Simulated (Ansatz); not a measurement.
# InP: the cost of one run

Computed with Ansatz 0.2.0 (DFT PBEsol, scalar-relativistic, unless a step's input says otherwise).

### 1 The system as given

The structure is cubic, space group Fm-3m (No. 225). The conventional cell has a = 5.710 Å, b = 5.710 Å, c = 5.710 Å, α = 90.00°, β = 90.00°, γ = 90.00°. In (site symmetry m-3m) is surrounded by 6 P at 2.85 Å. P (site symmetry m-3m) is surrounded by 6 In at 2.85 Å.

As a file:

```cif
data_structure
_symmetry_space_group_name_H-M 'P 1'
_symmetry_Int_Tables_number 1
_cell_length_a 4.0376
_cell_length_b 4.0376
_cell_length_c 4.0376
_cell_angle_alpha 60.000
_cell_angle_beta 60.000
_cell_angle_gamma 60.000
_cell_volume 46.54
loop_
_atom_site_label
_atom_site_type_symbol
_atom_site_fract_x
_atom_site_fract_y
_atom_site_fract_z
_atom_site_occupancy
In1 In 0.00000 0.00000 0.00000 1
P1 P 0.50000 0.50000 0.50000 1
```

Atoms are numbered in the order of the input: In1, P2.

### 2 After the deformation

Space group Fm-3m before, I4/mmm after.

### 3 LAPW, all electrons

File input.yaml:

```yaml
crystal:
  lattice:
    - [0.0, 2.88355, 2.855]
    - [2.88355, 0.0, 2.855]
    - [2.88355, 2.88355, 0.0]
  atoms:
    - { symbol: In, position: [0.0, 0.0, 0.0] }
    - { symbol: P, position: [0.5, 0.5, 0.5] }
kpoints:
  mp_grid: { grid: [11, 11, 11] }
  band_path:
    path:
      - [0.0, 0.0, 0.0]
      - [0.0, 0.5, 0.5]
      - [0.25, 0.75, 0.5]
      - [0.0, 0.5, 0.0]
      - [0.0, 0.0, 0.0]
      - [0.5, 0.5, 0.0]
      - [0.3775125, 0.6224875, 0.0]
      - [-0.3775125, 0.3775125, 0.0]
      - [0.0, 0.0, 0.0]
    npoints: 5
scf:
  occupations: { method: fermi_dirac, width: 0.03 }
hamiltonian:
  xc: pbesol
  pseudopotentials: { kind: all_electron, lapw: { basis_error: 0.00025 } }
output:
  forces: true
  stress: true
  eigenvalues: true
```

On the command line:

```
> ansatz run input.yaml --threads 1 --pin off --max-ram 3072MiB --backend cpu --events-out ev --progress --plain --runs-dir out
```

What time and memory should one allow on 1 thread of Arm Neoverse V1, shared host?

About 33 s, with a peak of 0.5 GiB.
